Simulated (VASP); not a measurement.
Crystal: BaTiO3.

```
Ba Ti O
1.0
     3.99980    0.00000    0.00000
     0.00000    3.99980    0.00000
     0.00000    0.00000    4.01800
Ba Ti O
1 1 3
Cartesian
  0.0000 0.0000 0.0000
  1.9999 1.9999 1.9688
  0.0000 1.9999 2.0773
  1.9999 0.0000 2.0773
  1.9999 1.9999 0.0763
```

| Item | Value |
| --- | --- |
| Program | VASP 6.6.1 |
| Task | single point |
| Functional | PBE |
| Potentials or basis | VASP PAW PBE potentials, release 64 (Ba_sv, Ti_sv, O) |
| Cutoff | 900 eV |
| k mesh | 8 × 8 × 8 |
| Occupations | gaussian, width 0.05 eV |
| Spin | no spin polarisation |

On this cell: pressure 4.3 GPa; largest force 0.279 eV/Å; band gap on the k mesh 1.77 eV, indirect (least direct gap 2.06 eV).

The same run follows on a disturbed copy (grid = ENCUT=900 k=8x8x8 ISMEAR=0 SIGMA=0.05 PREC=Accurate EDIFF=1e-08 LREAL=False ADDGRID=False LASPH=True; atoms moved at random, drawn with an rms of 0.1 Å):

```
CELL_PARAMETERS angstrom
3.99980 0.00000 0.00000
0.00000 3.99980 0.00000
0.00000 0.00000 4.01800
ATOMIC_POSITIONS crystal
Ba 0.00503 0.98480 0.99180
Ti 0.51100 0.50268 0.47964
O 0.99207 0.49910 0.53195
O 0.50870 0.99658 0.51001
O 0.52748 0.48240 0.01008
```

What does the disturbed cell give?

The energy moves by +21.3 meV/atom; pressure 4.9 GPa; largest force 1.055 eV/Å; band gap on the k mesh 1.87 eV, indirect (least direct gap 2.16 eV).

Forces on the atoms (eV/Å):
```
Ba   0.136  0.362  0.148
Ti   0.301 -0.207  0.066
O    0.643 -0.073 -0.691
O   -0.352 -0.365 -0.232
O   -0.728  0.284  0.710
```

Stress tensor (GPa, compression positive):
```
 4.48  0.11 -0.14
 0.11  4.70 -0.07
-0.14 -0.07  5.50
```

Caveats: spin-orbit coupling is left out, which moves the levels of the heavy elements.

A k mesh can miss the band edges.
